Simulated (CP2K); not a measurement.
Runs of CP2K 2026.2 on BP. The structure is cubic, space group F-43m (No. 216). The conventional cell has a = 4.538 Å, b = 4.538 Å, c = 4.538 Å, α = 90.00°, β = 90.00°, γ = 90.00°. P (site symmetry -43m) is surrounded by 4 B at 1.97 Å. Around B (site symmetry -43m) lie 4 P at 1.97 Å. 

| level | cutoff of the non-local correlation (Ry) | gap on the mesh (eV) | pressure (GPa) |
| --- | --- | --- | --- |
| optB88-vdW | 300 | (c) | 1.1 |
| PBEsol | - | 1.23 | -1.2 |
| LDA | - | 1.21 | -1.1 |
| TPSS | - | (a) | 0.8 |
| revPBE | - | (b) | 0.8 |
| HLE16 | - | 1.87 | -31.0 |

Alike in all rows: task atomic charges; potentials or basis POTENTIAL_UZH P GTH-PBE-q5, B GTH-PBE-q3; TZVP-MOLOPT-PBE-GTH basis; no spin polarisation; cell as given; k mesh 10 × 10 × 10; smearing fermi-dirac 0.05 eV.

Problem. Fill in the values left out.

Solution. (a) 1.49; (b) 1.41; (c) 1.52.

Caveats: the potentials were made for another functional, which shifts forces and pressure; the basis of atomic orbitals isn't converged, which shifts pressures, moduli and gaps; the potentials were made for a functional far from this one (some runs); the cell as given lies far from equilibrium (some runs).

A k mesh can miss the band edges.

Runs at the PBE level aren't shown here.
